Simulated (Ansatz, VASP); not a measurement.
**One calculation of Ir, two programs**

File INCAR:

```
PREC     = Accurate       # precision mode
ENCUT    = 600            # plane-wave cutoff, eV
EDIFF    = 1E-7           # SCF threshold, eV
ISMEAR   = 0              # smearing method
SIGMA    = 0.1            # smearing width, eV
LREAL    = False          # projectors in reciprocal space
LASPH    = True           # aspherical terms in the spheres
NELM     = 100            # most SCF steps
ALGO     = Normal         # electronic algorithm
ISIF     = 3              # what is computed and relaxed
LWAVE    = False          # write WAVECAR
LCHARG   = False          # write CHGCAR
GGA      = PE             # functional
IBRION   = 2              # ionic algorithm
NSW      = 100            # ionic steps
EDIFFG   = -0.005         # ionic threshold
```

The input KPOINTS:

```
Automatic mesh
0
Gamma
  18 18 18
```

The input POSCAR:

```
Ir
1.0
    0.0000000000      1.9377903887      1.9377903887
    1.9377903887      0.0000000000      1.9377903887
    1.9377903887      1.9377903887      0.0000000000
Ir
1
Direct
    0.0000000000      0.0000000000      0.0000000000
```

Input for Ansatz:

```yaml
crystal:
  lattice:
    - [0.0, 1.9377903887, 1.9377903887]
    - [1.9377903887, 0.0, 1.9377903887]
    - [1.9377903887, 1.9377903887, 0.0]
  atoms:
    - { symbol: Ir, position: [0.0, 0.0, 0.0] }
basis:
  ecutwfc: 420
kpoints:
  mp_grid: { grid: [18, 18, 18] }
hamiltonian:
  xc: pbe
  pseudopotentials: { kind: paw, azcp: { folder: soft_1 } }
scf:
  occupations: { method: gaussian, width: 0.1 }
output:
  forces: true
  stress: true
  eigenvalues: true
relax:
  adjacent_minimum: "off"
  f_tol: 0.005
  max_steps: 80
  cell: { stress_tol: 0.05 }
```

Alike in both runs: task relaxation of cell and atoms; functional PBE; k mesh 18 × 18 × 18; occupations gaussian, width 0.1 eV; no spin polarisation.

|  | VASP | Ansatz |
| --- | --- | --- |
| version | VASP 6.6.1 | Ansatz 0.2.0 |
| potentials or method | VASP PAW PBE potentials, release 64 (Ir) | scalar-relativistic, plane waves, PAW |
| plane-wave cutoff (eV) | 600 | 420 |
| valence electrons in the cell | 9 | 17 |

```csv
,VASP,Ansatz,Ansatz less VASP
"gap on the k mesh at the Fermi level, each at its own relaxed structure (eV)",none,none,-
relaxed volume (Å³/atom),14.52,14.49,-0.027
relaxed cell length with the largest relative difference (Å),2.738,2.737,-0.0017
```

A gap of «none» marks a metal or a gap that the smearing closes. The two sets of potentials don't hold the same shells in valence.

Spin-orbit coupling is left out, which matters for the levels of Ir.
